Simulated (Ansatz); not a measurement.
# Mg32Te32: the cost of one run

Program: Ansatz 0.2.0, PAW, plane waves. These are calculated values, not measurements.

## 1. The starting cell

64 atoms (32 Mg, 32 Te); a = 12.878 Å, b = 12.878 Å, c = 12.878 Å, α = 90.00°, β = 90.00°, γ = 90.00°.

The runs, in order: (2) PBEsol cell relaxation at the single k point (½, ½, ½), on 1 × NVIDIA GB300 with 8 threads of Arm Neoverse-V2; (3) HSE06 single point at the Γ point alone, on 1 × NVIDIA GB300 with 8 threads of Arm Neoverse-V2; (4) r²SCAN single point at the Γ point alone, on 1 × NVIDIA GB300 with 8 threads of Arm Neoverse-V2.

## 2. Relaxing cell and atoms with PBEsol

File in.yaml:

```yaml
crystal:
  lattice:
    - [12.877618, 0.000000, 0.000000]
    - [0.000000, 12.877618, 0.000000]
    - [0.000000, 0.000000, 12.877618]
  atoms:
    - { symbol: Mg, position: [0.000000, 0.000000, 0.000000] }
    - { symbol: Mg, position: [0.000000, 0.000000, 0.500000] }
    - { symbol: Mg, position: [0.000000, 0.500000, 0.000000] }
    - { symbol: Mg, position: [0.000000, 0.500000, 0.500000] }
    - { symbol: Mg, position: [0.500000, 0.000000, 0.000000] }
    - { symbol: Mg, position: [0.500000, 0.000000, 0.500000] }
    - { symbol: Mg, position: [0.500000, 0.500000, 0.000000] }
    - { symbol: Mg, position: [0.500000, 0.500000, 0.500000] }
    - { symbol: Mg, position: [0.250000, 0.250000, 0.000000] }
    - { symbol: Mg, position: [0.250000, 0.250000, 0.500000] }
    - { symbol: Mg, position: [0.250000, 0.750000, 0.000000] }
    - { symbol: Mg, position: [0.250000, 0.750000, 0.500000] }
    - { symbol: Mg, position: [0.750000, 0.250000, 0.000000] }
    - { symbol: Mg, position: [0.750000, 0.250000, 0.500000] }
    - { symbol: Mg, position: [0.750000, 0.750000, 0.000000] }
    - { symbol: Mg, position: [0.750000, 0.750000, 0.500000] }
    - { symbol: Mg, position: [0.250000, 0.000000, 0.250000] }
    - { symbol: Mg, position: [0.250000, 0.000000, 0.750000] }
    - { symbol: Mg, position: [0.250000, 0.500000, 0.250000] }
    - { symbol: Mg, position: [0.250000, 0.500000, 0.750000] }
    - { symbol: Mg, position: [0.750000, 0.000000, 0.250000] }
    - { symbol: Mg, position: [0.750000, 0.000000, 0.750000] }
    - { symbol: Mg, position: [0.750000, 0.500000, 0.250000] }
    - { symbol: Mg, position: [0.750000, 0.500000, 0.750000] }
    - { symbol: Mg, position: [0.000000, 0.250000, 0.250000] }
    - { symbol: Mg, position: [0.000000, 0.250000, 0.750000] }
    - { symbol: Mg, position: [0.000000, 0.750000, 0.250000] }
    - { symbol: Mg, position: [0.000000, 0.750000, 0.750000] }
    - { symbol: Mg, position: [0.500000, 0.250000, 0.250000] }
    - { symbol: Mg, position: [0.500000, 0.250000, 0.750000] }
    - { symbol: Mg, position: [0.500000, 0.750000, 0.250000] }
    - { symbol: Mg, position: [0.500000, 0.750000, 0.750000] }
    - { symbol: Te, position: [0.125000, 0.125000, 0.125000] }
    - { symbol: Te, position: [0.125000, 0.125000, 0.625000] }
    - { symbol: Te, position: [0.125000, 0.625000, 0.125000] }
    - { symbol: Te, position: [0.125000, 0.625000, 0.625000] }
    - { symbol: Te, position: [0.625000, 0.125000, 0.125000] }
    - { symbol: Te, position: [0.625000, 0.125000, 0.625000] }
    - { symbol: Te, position: [0.625000, 0.625000, 0.125000] }
    - { symbol: Te, position: [0.625000, 0.625000, 0.625000] }
    - { symbol: Te, position: [0.375000, 0.375000, 0.125000] }
    - { symbol: Te, position: [0.375000, 0.375000, 0.625000] }
    - { symbol: Te, position: [0.375000, 0.875000, 0.125000] }
    - { symbol: Te, position: [0.375000, 0.875000, 0.625000] }
    - { symbol: Te, position: [0.875000, 0.375000, 0.125000] }
    - { symbol: Te, position: [0.875000, 0.375000, 0.625000] }
    - { symbol: Te, position: [0.875000, 0.875000, 0.125000] }
    - { symbol: Te, position: [0.875000, 0.875000, 0.625000] }
    - { symbol: Te, position: [0.375000, 0.125000, 0.375000] }
    - { symbol: Te, position: [0.375000, 0.125000, 0.875000] }
    - { symbol: Te, position: [0.375000, 0.625000, 0.375000] }
    - { symbol: Te, position: [0.375000, 0.625000, 0.875000] }
    - { symbol: Te, position: [0.875000, 0.125000, 0.375000] }
    - { symbol: Te, position: [0.875000, 0.125000, 0.875000] }
    - { symbol: Te, position: [0.875000, 0.625000, 0.375000] }
    - { symbol: Te, position: [0.875000, 0.625000, 0.875000] }
    - { symbol: Te, position: [0.125000, 0.375000, 0.375000] }
    - { symbol: Te, position: [0.125000, 0.375000, 0.875000] }
    - { symbol: Te, position: [0.125000, 0.875000, 0.375000] }
    - { symbol: Te, position: [0.125000, 0.875000, 0.875000] }
    - { symbol: Te, position: [0.625000, 0.375000, 0.375000] }
    - { symbol: Te, position: [0.625000, 0.375000, 0.875000] }
    - { symbol: Te, position: [0.625000, 0.875000, 0.375000] }
    - { symbol: Te, position: [0.625000, 0.875000, 0.875000] }
kpoints:
  mp_grid: { grid: [1, 1, 1], shift: [0.5, 0.5, 0.5] }
hamiltonian:
  xc: pbesol
scf:
  occupations: { method: fermi_dirac, width: 0.01 }
relax:
  f_tol: 0.03
  max_steps: 80
  escape_saddle: false
  adjacent_minimum: "off"
  cell: { fix: [shape] }
output:
  forces: true
  eigenvalues: true
  populations: true
```

Q: Estimate wall time and peak memory on 1 × NVIDIA GB300 with 8 threads of Arm Neoverse-V2, shared host.

About 7.3 s, with a peak of 2.3 GiB on the host.
